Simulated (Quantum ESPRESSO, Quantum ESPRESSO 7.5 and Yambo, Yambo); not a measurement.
# KF (Carobbiite): G0W0 with Yambo, start to end

How does a plane-wave GW calculation on KF (Carobbiite) run from the first input to the gap?

Main program and level: Quantum ESPRESSO 7.5 and Yambo 5.3.0; PBE and many-body steps on it, plane waves.

**1. Starting point**

The structure is cubic, space group Fm-3m (No. 225). Conventional cell: a = 5.344 Å, b = 5.344 Å, c = 5.344 Å, α = 90.00°, β = 90.00°, γ = 90.00°. K has 6 F at 2.67 Å nearest. F has 6 K at 2.67 Å nearest. Farther neighbours and most contacts between anions are not listed.

The cell and positions come from the Crystallography Open Database and are kept as given unless a step says otherwise.

**2. Ground state**

This step: Quantum ESPRESSO 7.5; DFT, PBE, plane waves, norm-conserving pseudopotentials.

The ground-state density comes first.

Input file pw.in:

```
&control
  calculation = 'scf'
  prefix = 'x'
  outdir = 'o'
  pseudo_dir = 'pseudo'
/
&system
  ibrav = 0
  nat = 2
  ntyp = 2
  ecutwfc = 72.0
  nbnd = 13
  force_symmorphic = .true.
/
&electrons
  conv_thr = 1e-10
  electron_maxstep = 80
  mixing_beta = 0.5
/
ATOMIC_SPECIES
  K 39.098 K.upf
  F 18.998 F.upf
CELL_PARAMETERS angstrom
  -0.0000000000 2.6718500000 2.6718500000
  2.6718500000 -0.0000000000 2.6718500000
  2.6718500000 2.6718500000 0.0000000000
ATOMIC_POSITIONS crystal
  K 0.0000000000 0.0000000000 0.0000000000
  F 0.5000000000 0.5000000000 0.5000000000
K_POINTS automatic
  6 6 6 0 0 0
```

Launch:

```console
$ OMP_NUM_THREADS=1 mpirun -n 8 pw.x -nk 8 -in pw.in > pw.out
```

The program printed:

```text
Program PWSCF v.7.5 starts

     This program is part of the open-source Quantum ESPRESSO suite
     for quantum simulation of materials; please cite
         "P. Giannozzi et al., J. Phys.:Condens. Matter 21 395502 (2009);
         "P. Giannozzi et al., J. Phys.:Condens. Matter 29 465901 (2017);
         "P. Giannozzi et al., J. Chem. Phys. 152 154105 (2020);
     in publications or presentations arising from this work. More details at
     Message from routine setup:
     using ibrav=0 with symmetry is DISCOURAGED, use correct ibrav instead

     G-vector sticks info

     bravais-lattice index     =            0
     lattice parameter (alat)  =       7.1405  a.u.
     unit-cell volume          =     257.4322 (a.u.)^3
     number of atoms/cell      =            2
     number of atomic types    =            2
     number of electrons       =        16.00
     number of Kohn-Sham states=           13
     kinetic-energy cutoff     =      72.0000  Ry
     charge density cutoff     =     288.0000  Ry
     scf convergence threshold =      1.0E-10
     mixing beta               =       0.5000
     number of iterations used =            8  plain     mixing
     Exchange-correlation= PBE
                           (   1   4   3   4   0   0   0)

     celldm(1)=   7.140456  celldm(2)=   0.000000  celldm(3)=   0.000000
     celldm(4)=   0.000000  celldm(5)=   0.000000  celldm(6)=   0.000000

     crystal axes: (cart. coord. in units of alat)
               a(1) = (  -0.000000   0.707107   0.707107 )
               a(2) = (   0.707107  -0.000000   0.707107 )
               a(3) = (   0.707107   0.707107   0.000000 )

     reciprocal axes: (cart. coord. in units 2 pi/alat)
               b(1) = ( -0.707107  0.707107  0.707107 )
               b(2) = (  0.707107 -0.707107  0.707107 )
               b(3) = (  0.707107  0.707107 -0.707107 )
     Pseudo is Norm-conserving + core correction, Zval =  9.0
     Generated using ONCVPSP code by D. R. Hamann
     Using radial grid of 2222 points,  6 beta functions with:
     Pseudo is Norm-conserving + core correction, Zval =  7.0
     Generated using ONCVPSP code by D. R. Hamann
     Using radial grid of  832 points,  5 beta functions with:
     K                 9.00    39.09800     K ( 1.00)
     F                 7.00    18.99800     F ( 1.00)

     48 Sym. Ops., with inversion, found

   Cartesian axes

     site n.     atom                  positions (alat units)
         1        K      tau(   1) = (   0.0000000   0.0000000   0.0000000  )
         2        F      tau(   2) = (   0.7071068   0.7071068   0.7071068  )

     number of k points=    16
                       cart. coord. in units 2pi/alat
        k(    1) = (   0.0000000   0.0000000   0.0000000), wk =   0.0092593
        k(    2) = (   0.1178511   0.1178511  -0.1178511), wk =   0.0740741
        k(    3) = (   0.2357023   0.2357023  -0.2357023), wk =   0.0740741
        k(    4) = (  -0.3535534  -0.3535534   0.3535534), wk =   0.0370370
        k(    5) = (   0.2357023   0.0000000  -0.0000000), wk =   0.0555556
        k(    6) = (   0.3535534   0.1178511  -0.1178511), wk =   0.2222222
        k(    7) = (  -0.2357023  -0.4714045   0.4714045), wk =   0.2222222
        k(    8) = (  -0.1178511  -0.3535534   0.3535534), wk =   0.2222222
        k(    9) = (   0.0000000  -0.2357023   0.2357023), wk =   0.1111111
        k(   10) = (   0.4714045   0.0000000  -0.0000000), wk =   0.0555556
     [... 4 further rows ...]
        k(   15) = (  -0.1178511  -0.3535534   0.5892557), wk =   0.2222222
        k(   16) = (  -0.7071068   0.2357023   0.0000000), wk =   0.1111111

     Dense  grid:    21187 G-vectors     FFT dimensions: (  40,  40,  40)

     Initial potential from superposition of free atoms

     starting charge      15.9808, renormalised to      16.0000
     Starting wfcs are    9 randomized atomic wfcs +    4 random wfcs

     per-process dynamical memory:    18.5 Mb

     Self-consistent Calculation

     iteration #  1     ecut=    72.00 Ry     beta= 0.50

     total energy              =    -109.56130836 Ry
     estimated scf accuracy    <       0.27415963 Ry

     iteration #  2     ecut=    72.00 Ry     beta= 0.50

     total energy              =    -109.63749153 Ry
     estimated scf accuracy    <       0.06022882 Ry

     iteration #  3     ecut=    72.00 Ry     beta= 0.50

     total energy              =    -109.64786663 Ry
     estimated scf accuracy    <       0.00378725 Ry

     iteration #  4     ecut=    72.00 Ry     beta= 0.50

     total energy              =    -109.64818441 Ry
     estimated scf accuracy    <       0.00016555 Ry

     iteration #  5     ecut=    72.00 Ry     beta= 0.50

     total energy              =    -109.64823024 Ry
     estimated scf accuracy    <       0.00002244 Ry

     iteration #  6     ecut=    72.00 Ry     beta= 0.50

     total energy              =    -109.64823459 Ry
     estimated scf accuracy    <       0.00000910 Ry

     iteration #  7     ecut=    72.00 Ry     beta= 0.50

     total energy              =    -109.64823591 Ry
     estimated scf accuracy    <       0.00000003 Ry

     iteration #  8     ecut=    72.00 Ry     beta= 0.50

     total energy              =    -109.64823593 Ry
     estimated scf accuracy    <          4.1E-09 Ry

     iteration #  9     ecut=    72.00 Ry     beta= 0.50

     total energy              =    -109.64823593 Ry
     estimated scf accuracy    <          1.8E-10 Ry

     iteration # 10     ecut=    72.00 Ry     beta= 0.50

     End of self-consistent calculation

          k = 0.0000 0.0000 0.0000 (  2685 PWs)   bands (ev):

   -24.5780 -17.0623  -7.8279  -7.8279  -7.8279   1.5366   1.5366   1.5366
     7.7360  12.2308  12.2308  12.2308  13.8583

          k = 0.1179 0.1179-0.1179 (  2671 PWs)   bands (ev):

   -24.5547 -17.0838  -7.8973  -7.8372  -7.8372   1.3074   1.4475   1.4475
     8.4759  11.8529  12.5839  12.5839  14.1048

          k = 0.2357 0.2357-0.2357 (  2659 PWs)   bands (ev):

   -24.5076 -17.1276  -8.0340  -7.8555  -7.8555   0.9212   1.2754   1.2754
    10.0224  11.6413  13.2845  13.2845  14.8937

          k =-0.3536-0.3536 0.3536 (  2638 PWs)   bands (ev):

     [... further k-points ...]

     highest occupied, lowest unoccupied level (ev):     1.5366    7.7360

!    total energy              =    -109.64823593 Ry
     estimated scf accuracy    <          6.4E-12 Ry

     The total energy is the sum of the following terms:
     one-electron contribution =     -41.34050970 Ry
     hartree contribution      =      28.32769437 Ry
     xc contribution           =     -24.01420756 Ry
     ewald contribution        =     -72.62121304 Ry

     convergence has been achieved in  10 iterations

     XML data file, charge density, pseudopotentials, collected wavefunctions

=------------------------------------------------------------------------------=
   JOB DONE.
=------------------------------------------------------------------------------=
```

Wall time 2.5 s (8 MPI ranks of Arm Neoverse V1, shared host); peak memory 0.41 GiB.

Numbers from this step:

| Item | Value |
| --- | --- |
| total energy | -1491.8402 eV |
| gap | 6.199 eV |
| k of the valence top | 0, 0, 0 |
| k of the conduction bottom | 0, 0, 0 |
| least direct gap | 6.199 eV |

The gap is direct, at Γ.

**3. Bands along the symmetry lines**

The cheap functional maps the bands first; the places of the edges decide which points the dearer methods must see.

Input file pw.in:

```
&control
  calculation = 'bands'
  prefix = 'x'
  outdir = 'o'
  pseudo_dir = 'pseudo'
/
&system
  ibrav = 0
  nat = 2
  ntyp = 2
  ecutwfc = 72.0
  nbnd = 14
  force_symmorphic = .true.
/
&electrons
  conv_thr = 1e-9
  electron_maxstep = 80
  diago_full_acc = .true.
  diago_thr_init = 5e-6
/
ATOMIC_SPECIES
  K 39.098 K.upf
  F 18.998 F.upf
CELL_PARAMETERS angstrom
  -0.0000000000 2.6718500000 2.6718500000
  2.6718500000 -0.0000000000 2.6718500000
  2.6718500000 2.6718500000 0.0000000000
ATOMIC_POSITIONS crystal
  K 0.0000000000 0.0000000000 0.0000000000
  F 0.5000000000 0.5000000000 0.5000000000
K_POINTS crystal
  50
  0.00000000 0.00000000 0.00000000 1
  0.06250000 0.00000000 0.06250000 1
  0.12500000 0.00000000 0.12500000 1
  0.18750000 0.00000000 0.18750000 1
  0.25000000 0.00000000 0.25000000 1
  0.31250000 0.00000000 0.31250000 1
  0.37500000 0.00000000 0.37500000 1
  0.43750000 0.00000000 0.43750000 1
  0.50000000 0.00000000 0.50000000 1
  0.51562500 0.03125000 0.51562500 1
  0.53125000 0.06250000 0.53125000 1
  0.54687500 0.09375000 0.54687500 1
  0.56250000 0.12500000 0.56250000 1
  0.57812500 0.15625000 0.57812500 1
  0.59375000 0.18750000 0.59375000 1
  0.60937500 0.21875000 0.60937500 1
  0.62500000 0.25000000 0.62500000 1
  0.37500000 0.37500000 0.75000000 1
  0.32812500 0.32812500 0.65625000 1
  0.28125000 0.28125000 0.56250000 1
  0.23437500 0.23437500 0.46875000 1
  0.18750000 0.18750000 0.37500000 1
  0.14062500 0.14062500 0.28125000 1
  0.09375000 0.09375000 0.18750000 1
  0.04687500 0.04687500 0.09375000 1
  0.00000000 0.00000000 0.00000000 1
  0.06250000 0.06250000 0.06250000 1
  0.12500000 0.12500000 0.12500000 1
  0.18750000 0.18750000 0.18750000 1
  0.25000000 0.25000000 0.25000000 1
  0.31250000 0.31250000 0.31250000 1
  0.37500000 0.37500000 0.37500000 1
  0.43750000 0.43750000 0.43750000 1
  0.50000000 0.50000000 0.50000000 1
  0.50000000 0.46875000 0.53125000 1
  0.50000000 0.43750000 0.56250000 1
  0.50000000 0.40625000 0.59375000 1
  0.50000000 0.37500000 0.62500000 1
  0.50000000 0.34375000 0.65625000 1
  0.50000000 0.31250000 0.68750000 1
  0.50000000 0.28125000 0.71875000 1
  0.50000000 0.25000000 0.75000000 1
  0.50000000 0.21875000 0.71875000 1
  0.50000000 0.18750000 0.68750000 1
  0.50000000 0.15625000 0.65625000 1
  0.50000000 0.12500000 0.62500000 1
  0.50000000 0.09375000 0.59375000 1
  0.50000000 0.06250000 0.56250000 1
  0.50000000 0.03125000 0.53125000 1
  0.50000000 0.00000000 0.50000000 1
```

The program printed:

```text
[banner, memory and clock lines left out]
Program PWSCF v.7.5 starts

     Atomic positions and unit cell read from directory:
     o/x.save/

     Message from routine setup:
     using ibrav=0 with symmetry is DISCOURAGED, use correct ibrav instead

     G-vector sticks info

     bravais-lattice index     =            0
     lattice parameter (alat)  =       7.1405  a.u.
     unit-cell volume          =     257.4322 (a.u.)^3
     number of atoms/cell      =            2
     number of atomic types    =            2
     number of electrons       =        16.00
     number of Kohn-Sham states=           14
     kinetic-energy cutoff     =      72.0000  Ry
     charge density cutoff     =     288.0000  Ry
     Exchange-correlation= PBE
                           (   1   4   3   4   0   0   0)

     celldm(1)=   7.140456  celldm(2)=   0.000000  celldm(3)=   0.000000
     celldm(4)=   0.000000  celldm(5)=   0.000000  celldm(6)=   0.000000

     crystal axes: (cart. coord. in units of alat)
               a(1) = (  -0.000000   0.707107   0.707107 )
               a(2) = (   0.707107  -0.000000   0.707107 )
               a(3) = (   0.707107   0.707107   0.000000 )

     reciprocal axes: (cart. coord. in units 2 pi/alat)
               b(1) = ( -0.707107  0.707107  0.707107 )
               b(2) = (  0.707107 -0.707107  0.707107 )
               b(3) = (  0.707107  0.707107 -0.707107 )
     Pseudo is Norm-conserving + core correction, Zval =  9.0
     Generated using ONCVPSP code by D. R. Hamann
     Using radial grid of 2222 points,  6 beta functions with:
     Pseudo is Norm-conserving + core correction, Zval =  7.0
     Generated using ONCVPSP code by D. R. Hamann
     Using radial grid of  832 points,  5 beta functions with:
     K                 9.00    39.09800     K ( 1.00)
     F                 7.00    18.99800     F ( 1.00)

     48 Sym. Ops., with inversion, found

   Cartesian axes

     site n.     atom                  positions (alat units)
         1        K      tau(   1) = (   0.0000000   0.0000000   0.0000000  )
         2        F      tau(   2) = (   0.7071068   0.7071068   0.7071068  )

     number of k points=    50
                       cart. coord. in units 2pi/alat
        k(    1) = (   0.0000000   0.0000000   0.0000000), wk =   0.0400000
        k(    2) = (   0.0000000   0.0883883   0.0000000), wk =   0.0400000
        k(    3) = (   0.0000000   0.1767767   0.0000000), wk =   0.0400000
[...]
[... 38 further rows ...]
        k(   49) = (   0.0441942   0.7071068   0.0000000), wk =   0.0400000
        k(   50) = (   0.0000000   0.7071068   0.0000000), wk =   0.0400000

     Dense  grid:    21187 G-vectors     FFT dimensions: (  40,  40,  40)

     The potential is recalculated from file :
     o/x.save/charge-density

     Starting wfcs are    9 randomized atomic wfcs +    5 random wfcs

     Band Structure Calculation

     End of band structure calculation

          k = 0.0000 0.0000 0.0000 (  2685 PWs)   bands (ev):

   -24.5780 -17.0623  -7.8279  -7.8279  -7.8279   1.5366   1.5366   1.5366
     7.7360  12.2308  12.2308  12.2308  13.8583  13.8583

          k = 0.0000 0.0884 0.0000 (  2693 PWs)   bands (ev):

   -24.5733 -17.0665  -7.8359  -7.8359  -7.8306   1.4641   1.5313   1.5313
     7.8827  12.0766  12.3321  12.3321  13.8969  13.9085

          k = 0.0000 0.1768 0.0000 (  2689 PWs)   bands (ev):

   -24.5601 -17.0770  -7.8586  -7.8586  -7.8468   1.2960   1.5182   1.5182
     8.2836  11.6892  12.6257  12.6257  14.0092  14.0256

          k =-0.0000 0.2652 0.0000 (  2666 PWs)   bands (ev):

[...]
k = 0.0000 0.4419-0.0000 (  2650 PWs)   bands (ev):

[...]
k =-0.0000 0.5303 0.0000 (  2658 PWs)   bands (ev):

[...]
k = 0.0000 0.6187-0.0000 (  2650 PWs)   bands (ev):

[...]
k = 0.4640 0.4640-0.0000 (  2650 PWs)   bands (ev):

[...]
k = 0.3315 0.3315-0.0000 (  2650 PWs)   bands (ev):

[...]
k = 0.3094 0.7071-0.0000 (  2648 PWs)   bands (ev):

[...]
k = 0.2210 0.7071-0.0000 (  2654 PWs)   bands (ev):

[...]
k = 0.1768 0.7071-0.0000 (  2648 PWs)   bands (ev):

[...]
k = 0.0442 0.7071 0.0000 (  2660 PWs)   bands (ev):

   -24.4629 -17.0804  -8.3803  -8.0415  -8.0335   1.3295   1.4680   1.4786
     9.7987  11.8937  13.2933  15.0563  15.6248  15.6822

          k = 0.0000 0.7071 0.0000 (  2650 PWs)   bands (ev):

   -24.4630 -17.0794  -8.3835  -8.0381  -8.0381   1.3290   1.4816   1.4816
     9.7709  11.8646  13.3544  15.0554  15.6245  15.6245

     XML data file, pseudopotentials, collected wavefunctions
```

Run time: 2.6 s. Hardware: 8 MPI ranks; peak memory 0.37 GiB.

Numbers from this step:

| Item | Value |
| --- | --- |
| gap | 6.199 eV |
| k of the valence top | 0, 0, 0 |
| k of the conduction bottom | 0, 0, 0 |
| least direct gap | 6.199 eV |

The gap is 6.199 eV, as in the run before at this level.

The electronic bands at the labelled points (eV, zero at the top of the highest filled band; v1 is the highest filled band, c1 the lowest empty one):

| point | v4 | v3 | v2 | v1 | c1 | c2 | c3 | c4 |
| --- | --- | --- | --- | --- | --- | --- | --- | --- |
| Γ | -9.36 | 0.00 | 0.00 | 0.00 | 6.20 | 10.69 | 10.69 | 10.69 |
| halfway | -9.47 | -0.48 | -0.05 | -0.05 | 8.00 | 9.20 | 12.12 | 12.12 |
| X | -9.57 | -0.21 | -0.06 | -0.06 | 8.23 | 10.33 | 11.82 | 13.52 |
| halfway | -9.56 | -0.20 | -0.14 | -0.10 | 8.45 | 10.55 | 11.42 | 13.52 |
| U | -9.51 | -0.33 | -0.19 | -0.19 | 8.98 | 10.74 | 11.08 | 13.51 |
| jump to K | -9.51 | -0.33 | -0.19 | -0.19 | 8.98 | 10.74 | 11.08 | 13.51 |
| halfway | -9.37 | -0.54 | -0.27 | -0.08 | 8.24 | 9.85 | 11.63 | 11.72 |
| Γ | -9.36 | 0.00 | 0.00 | 0.00 | 6.20 | 10.69 | 10.69 | 10.69 |
| halfway | -9.38 | -0.43 | -0.18 | -0.18 | 7.71 | 10.11 | 11.41 | 11.41 |
| L | -9.40 | -0.78 | -0.34 | -0.34 | 9.09 | 10.63 | 12.05 | 12.05 |
| halfway | -9.44 | -0.56 | -0.28 | -0.25 | 9.42 | 10.11 | 11.67 | 12.67 |
| W | -9.45 | -0.40 | -0.16 | -0.16 | 9.75 | 9.75 | 11.21 | 13.35 |
| halfway | -9.51 | -0.23 | -0.20 | -0.09 | 8.66 | 10.73 | 11.06 | 13.50 |
| X | -9.57 | -0.21 | -0.06 | -0.06 | 8.23 | 10.33 | 11.82 | 13.52 |

The electronic bands as a text plot (rows in eV, shown from -8.0 to 12.2 only):

```
   11.8 |    +++  ++++++   ++++++++         ++++++++++++       ++
   10.9 |++++          ++++      +++++++++++     +++    +++++++
   10.1 |  ++      ++++    ++++++++++    ++++++++   +++++++++  ++
    9.3 |    +++  +       ++++++                +++++++++  ++
    8.4 |     ++++++++++++      +            +++             ++++
    7.6 |    +                   ++         +
    6.7 | +++                      +++  ++++
    5.9 |+                            ++
    5.0 |
    4.2 |
    3.4 |
    2.5 |
    1.7 |
    0.8 |
    0.0 |********************************************************
   -0.8 |     ****         ******           *************
   -1.7 |
   -2.5 |
   -3.4 |
   -4.2 |
   -5.1 |
   -5.9 |
   -6.7 |
   -7.6 |
         Γ           X  U|K            Γ         L        W     X
```

(Part 1 of 2 ends here.)

[Paths, hosts, dates, memory and timing lines, banners, echoed tables and standing remarks are left out of the program output.]

[Logs are printed without paths, hosts, clocks, repeated set-up lines and the standing remarks that a program may print on its own settings, such as how far it seeks lower states.]

[Runs of the session that timed out or met a known fault of the program may be left out.]

[Hosts, paths, dates, database ids (printed as entryN), source tags and the programs' standing remarks are cut or masked in the printed files.]
